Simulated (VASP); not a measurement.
Here is a VASP 6.6.1 calculation.

The input INCAR:

```
PREC = Accurate
ENCUT = 520
EDIFF = 1E-6
ISMEAR = 0
SIGMA = 0.02
LREAL = False
LASPH = True
NELM = 60
ALGO = Fast
ISIF = 2
LWAVE = False
LCHARG = False
GGA = PS
```

The input KPOINTS:

```
Automatic mesh
0
Gamma
  10 10 6
```

File POSCAR:

```
SiC
1.0
    3.0760000000      0.0000000000      0.0000000000
   -1.5380000000      2.6638941420      0.0000000000
    0.0000000000      0.0000000000      5.0480000000
Si C
2 2
Direct
    0.6666666667      0.3333333333      0.5000000000
    0.3333333333      0.6666666667      0.0000000000
    0.6666666667      0.3333333333      0.8850000000
    0.3333333333      0.6666666667      0.3850000000
```

Contents of KPOINTS_OPT:

```
path GMKGALHA,LM,KH
10
line-mode
reciprocal
 0.0000000000  0.0000000000  0.0000000000  G
 0.5000000000  0.0000000000  0.0000000000  M

 0.5000000000  0.0000000000  0.0000000000  M
 0.3333333333  0.3333333333  0.0000000000  K

 0.3333333333  0.3333333333  0.0000000000  K
 0.0000000000  0.0000000000  0.0000000000  G

 0.0000000000  0.0000000000  0.0000000000  G
 0.0000000000  0.0000000000  0.5000000000  A

 0.0000000000  0.0000000000  0.5000000000  A
 0.5000000000  0.0000000000  0.5000000000  L

 0.5000000000  0.0000000000  0.5000000000  L
 0.3333333333  0.3333333333  0.5000000000  H

 0.3333333333  0.3333333333  0.5000000000  H
 0.0000000000  0.0000000000  0.5000000000  A

 0.5000000000  0.0000000000  0.5000000000  L
 0.5000000000  0.0000000000  0.0000000000  M

 0.3333333333  0.3333333333  0.0000000000  K
 0.3333333333  0.3333333333  0.5000000000  H
```

Potentials or basis: VASP PAW PBE potentials, release 64 (Si, C).

Command:

```bash
$ cat potpaw_PBE.64/Si/POTCAR potpaw_PBE.64/C/POTCAR > POTCAR
$ mpirun -np 1 vasp_std > vasp.out
```

Problem. What does it give for the band gap on the k mesh?

Solution. 2.32 eV, indirect (least direct gap 3.96 eV).

Problem. Predict the largest force.

Solution. 0.751 eV/Å.

Problem. Predict the band gap along the path.

Solution. 2.16 eV, indirect (least direct gap 3.96 eV).

Problem. What does it give for the pressure?

Solution. 0.6 GPa.

Forces on the atoms (eV/Å):
```
Si   0.000  0.000  0.751
Si   0.000  0.000  0.751
C    0.000  0.000 -0.751
C    0.000  0.000 -0.751
```

Caveat: the PAW data sets were made with another functional, which shifts forces and pressure a little; the mesh misses the band edges, which the band path finds closer together. PBEsol gaps usually lie below the measured ones, often by a third to a half.
